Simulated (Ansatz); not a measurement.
What a trial cell of S relaxes into

Method: DFT PBE, scalar-relativistic, plane waves, PAW in Ansatz 0.2.0. Cutoff 420 eV, Γ-centred k mesh, Gaussian smearing, no spin polarisation in the final step.

S was placed on the sites of a reported O cell (C2/m, No. 12), at a guessed volume.

```xyz
2
Lattice="3.3187 -2.1062 0.0000 3.3187 2.1062 0.0000 -2.4140 0.0000 4.6043" Properties=species:S:1:pos:R:3 pbc="T T T"
S     0.0555    0.0000    0.7045
S     4.1681    0.0000    3.8999
```

Cell and atoms relax at zero pressure; the relaxation can't lower the symmetry of the start. After a coarse first stage the cell is made exact in the group found at 0.06 Å.

Energies count from the standard state of S at the same level.

Question: Describe the relaxed structure.

Answer: It ends in I4/mmm (No. 139). Conventional cell: a = 3.082 Å, c = 10.737 Å. Around S lie 1 S at 1.89 Å.

```cif
data_structure
_symmetry_space_group_name_H-M 'I4/mmm'
_symmetry_Int_Tables_number 139
_cell_length_a 3.0822
_cell_length_b 3.0822
_cell_length_c 10.7369
_cell_angle_alpha 90.000
_cell_angle_beta 90.000
_cell_angle_gamma 90.000
_cell_volume 102.00
loop_
_atom_site_label
_atom_site_type_symbol
_atom_site_symmetry_multiplicity
_atom_site_Wyckoff_symbol
_atom_site_fract_x
_atom_site_fract_y
_atom_site_fract_z
_atom_site_occupancy
S1 S 4 e 0.00000 0.00000 0.08811 1
```

Question: What are its volume, energy, density and gap?

Answer: The volume per atom is 25.5 Å³ and the density is 2.1 g/cm³. The energy over the standard structure is 0.20 eV/atom. The gap on the 12×12×8 mesh is 0 eV (a metal).

The final run used a 12×12×8 mesh on its 2-atom cell and 0.01 eV smearing. The k mesh leaves about 4 meV/atom of noise in metals. No dispersion correction is applied, so the spacing between layers, chains or molecules is poorly fixed, and with it the volume and density. Symmetry constrained the relaxation, so the result can be a saddle point. The steps took roughly 2 core-minutes in all.